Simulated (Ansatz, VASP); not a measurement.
Yb in VASP and in Ansatz

The input INCAR:

```
PREC = Accurate
ENCUT = 520
EDIFF = 1E-7
ISMEAR = -1
SIGMA = 0.05
LREAL = False
LASPH = True
NELM = 100
ALGO = Normal
ISIF = 2
LWAVE = False
LCHARG = False
ISPIN = 2
MAGMOM = 1 1
LORBIT = 11
LMAXMIX = 6
GGA = PE
NBANDS = 35
```

The input KPOINTS:

```
Automatic mesh
0
Gamma
  8 8 4
```

File POSCAR:

```
Yb
1.0
    3.8274624909      0.0000000000      0.0000000000
   -1.9137312454      3.3146797491      0.0000000000
    0.0000000000      0.0000000000      6.2995934742
Yb
2
Direct
    0.6666666667      0.3333333333      0.7500000000
    0.3333333333      0.6666666667      0.2500000000
```

input.yaml

```yaml
crystal:
  lattice:
    - [3.8274624909, 0.0, 0.0]
    - [-1.9137312454, 3.3146797491, 0.0]
    - [0.0, 0.0, 6.2995934742]
  atoms:
    - { symbol: Yb, position: [0.6666666667, 0.3333333333, 0.75], spin: 1.0 }
    - { symbol: Yb, position: [0.3333333333, 0.6666666667, 0.25], spin: 1.0 }
hamiltonian:
  xc: pbe
  pseudopotentials: { kind: paw }
magnetization:
  spin_polarized: true
kpoints:
  mp_grid: { grid: [8, 8, 4] }
scf:
  occupations: { method: fermi_dirac, width: 0.05 }
output:
  forces: true
  stress: true
  eigenvalues: true
```

Change from the starting cell: volume scaled by 0.96.

Alike in both runs: task single point; functional PBE; k mesh 8 × 8 × 4; occupations fermi-dirac, width 0.05 eV; collinear spin, ferromagnetic start.

```csv
,VASP,Ansatz
version,VASP 6.6.1,Ansatz 0.2.0
potentials or method,"VASP PAW PBE potentials, release 64 (Yb)",Ansatz PAW
plane-wave cutoff (eV),520,420
valence electrons in the cell,48,48
```

Ansatz gave:

| Quantity | Value |
| --- | --- |
| gap on the k mesh at the Fermi level (eV) | none |
| pressure (GPa) | -1.7 |
| net moment per atom (μB) | 0.00 |

Q: What did VASP give for the same quantities?

A: gap on the k mesh at the Fermi level (eV): none; pressure (GPa): -2.4; net moment per atom (μB): 0.00.

A gap of «none» marks a metal or a gap that the smearing closes.

Caveats: spin-orbit coupling is left out, which moves the levels of the heavy elements; the starting moments weren't kept (Ansatz). The state reached can hang on the start; a lower one may exist.
